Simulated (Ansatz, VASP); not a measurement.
This is a calculation of Ge for VASP 6.6.1.

The input INCAR:

```
SYSTEM = Ge
ALGO     = Normal         ! electronic algorithm
EDIFF    = 1E-7           ! SCF threshold, eV
ENCUT    = 520            ! plane-wave cutoff, eV
GGA      = PS             ! functional
ISIF     = 2              ! what is computed and relaxed
ISMEAR   = -1             ! smearing method
LASPH    = .TRUE.         ! aspherical terms in the spheres
LCHARG   = .FALSE.        ! write CHGCAR
LREAL    = .FALSE.        ! projectors in reciprocal space
LWAVE    = .FALSE.        ! write WAVECAR
NBANDS   = 36             ! bands
NELM     = 60             ! most SCF steps
PREC     = Accurate       ! precision mode
SIGMA    = 0.05           ! smearing width, eV
```

KPOINTS

```
k-points
0
G
  8 8 4
  0 0 0
```

The input POSCAR:

```
Ge
1.0
    4.0501916895      0.0000000000      0.0000000000
   -2.0250958448      3.5075688934      0.0000000000
    0.0000000000      0.0000000000      6.6862218294
Ge
4
Direct
    0.3333333333      0.6666666667      0.9370987500
    0.6666666667      0.3333333333      0.4370987500
    0.3333333333      0.6666666667      0.5629012500
    0.6666666667      0.3333333333      0.0629012500
```

Potentials or basis: VASP PAW PBE potentials, release 64 (Ge_d).

The run is started by

```console
$ cat potpaw_PBE.64/Ge_d/POTCAR > POTCAR
$ mpirun -np 1 vasp_std > vasp.out
```

Set up the same calculation for Ansatz 0.2.0. Potentials there: Ansatz PAW.

As run (the cutoff follows the program's own potentials):

Contents of input.yaml:

```yaml
crystal:
  lattice:
    - [4.0501916895, 0.0, 0.0]
    - [-2.0250958448, 3.5075688934, 0.0]
    - [0.0, 0.0, 6.6862218294]
  atoms:
    - { symbol: Ge, position: [0.3333333333, 0.6666666667, 0.93709875] }
    - { symbol: Ge, position: [0.6666666667, 0.3333333333, 0.43709875] }
    - { symbol: Ge, position: [0.3333333333, 0.6666666667, 0.56290125] }
    - { symbol: Ge, position: [0.6666666667, 0.3333333333, 0.06290125] }
hamiltonian:
  xc: pbesol
  pseudopotentials: { kind: paw }
kpoints:
  mp_grid: { grid: [8, 8, 4] }
scf:
  occupations: { method: fermi_dirac, width: 0.05 }
output:
  forces: true
  stress: true
  eigenvalues: true
```

Potentials or basis: Ansatz PAW.

Launch:

```sh
$ ansatz run input.yaml --threads 1 --pin off --max-ram 3584MiB --backend cpu --events-out ev --progress --plain --runs-dir out
```

Both were run:

|  | VASP | Ansatz | Ansatz less VASP |
| --- | --- | --- | --- |
| gap on the k mesh at the Fermi level (eV) | 0.11 | 0.11 | -0.006 |
| least direct gap on the mesh (eV) | 0.19 | 0.18 | -0.006 |
| pressure (GPa) | -2.5 | -2.4 | +0.07 |
| largest component of the traceless stress (GPa) | 0.22 | 0.23 | +0.009 |
| rms of the force components (eV/Å) | 0.005 | 0.006 | +0.0006 |

Atom by atom the forces differ by 0.001 eV/Å (rms over components).

Caveats: the PAW data sets were made with another functional, which shifts forces and pressure a little (VASP); the PAW data sets come from PBE, with cores solved anew for the run's functional, which leaves a small shift of forces and pressure (Ansatz). A k mesh can miss the band edges.
